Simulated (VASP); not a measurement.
Set up this calculation in VASP 6.6.1, as the native input.

* Task: single point
* Functional: LDA
* Potentials or basis: VASP PAW LDA potentials, release 64 (Ta_pv, N)
* Cutoff: 520 eV
* k mesh: 7 × 7 × 4
* Occupations: gaussian, width 0.05 eV
* Spin: collinear spin, random start
* Starting moments: [-0.17, -0.41, 0.0, 0.0] μB
* Hubbard terms: Ta d U = 6 eV
* Further INCAR settings: ALGO = Normal; EDIFF = 1e-06; NBANDS = 28

The structure of TaN lies in POSCAR:

```
TaN
1.0
    3.0480018400      0.0000000000      0.0000000000
   -1.5240009200      2.6396470300      0.0000000000
    0.0000000000      0.0000000000      4.9179997800
Ta N
2 2
Direct
    0.0000000000      0.0000000000      0.0000000000
    0.0000000000      0.0000000000      0.5000000000
    0.3333333333      0.6666666667      0.2500000000
    0.6666666667      0.3333333333      0.7500000000
```

These files were run (other wordings do the same):

INCAR

```
PREC = Accurate
ENCUT = 520
EDIFF = 1E-6
ISMEAR = 0
SIGMA = 0.05
LREAL = False
LASPH = True
NELM = 100
ALGO = Normal
ISIF = 2
LWAVE = False
LCHARG = True
ISPIN = 2
MAGMOM = -0.17 -0.41 0 0
LORBIT = 11
LMAXMIX = 4
LDAU = True
LDAUTYPE = 2
LDAUL = 2 -1
LDAUU = 6 0
LDAUJ = 0 0
LDAUPRINT = 1
GGA = CA
LELF = True
LVHAR = True
NBANDS = 28
```

KPOINTS

```
regular mesh
0
Gamma
  7 7 4
```

Potentials or basis: VASP PAW LDA potentials, release 64 (Ta_pv, N).

Command:

```sh
$ cat potpaw_LDA.64/Ta_pv/POTCAR potpaw_LDA.64/N/POTCAR > POTCAR
$ mpirun -np 1 vasp_std > vasp.out
```

It gave:

```json
{
 "Pressure": "65.8 GPa",
 "Band gap on the k mesh": "none (metal or under the smearing width)",
 "Net moment": "0.00 μB per cell",
 "Valence electrons inside the program's atomic spheres": "Ta 9.23; N 3.82"
}
```

Caveat: a pressure of tens of GPa on the cell as given is suspect, and the run, the potentials or the cell itself is likely at fault.

It took 28 s on 1 thread of Intel(R) Xeon(R) Platinum 8488C (Sapphire Rapids), on a shared host, peak memory 0.18 GiB.
